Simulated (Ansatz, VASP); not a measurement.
# Two plane-wave programs on Ni

```
Ni
1.0
    -1.38372    1.38372    1.38372
     1.38372   -1.38372    1.38372
     1.38372    1.38372   -1.38372
Ni
1
Cartesian
  0.0000 0.0000 0.0000
```

This isn't the form of Ni at room conditions, which is fcc.

Alike in both runs: task single point; functional PBE; k mesh 10 × 10 × 10; occupations gaussian, width 0.1 eV; collinear spin.

|  | VASP | Ansatz |
| --- | --- | --- |
| version | VASP 6.6.1 | Ansatz 0.2.0 |
| potentials or method | VASP PAW PBE potentials, release 64 (Ni) | scalar-relativistic, plane waves, PAW |
| plane-wave cutoff (eV) | 520 | 420 |
| valence electrons in the cell | 10 | 18 |

|  | VASP | Ansatz | Ansatz less VASP |
| --- | --- | --- | --- |
| gap on the k mesh at the Fermi level (eV) | none | none | - |
| pressure (GPa) | 7.0 | 7.6 | +0.60 |
| net moment per atom (μB) | 0.43 | 0.51 | +0.074 |
| size of the moment on the site where the two differ most (μB) | 0.44 | 0.54 | +0.096 |

Site moments also hang on the region over which each program counts them. A gap of «none» marks a metal or a gap that the smearing closes. The two sets of potentials don't hold the same shells in valence.
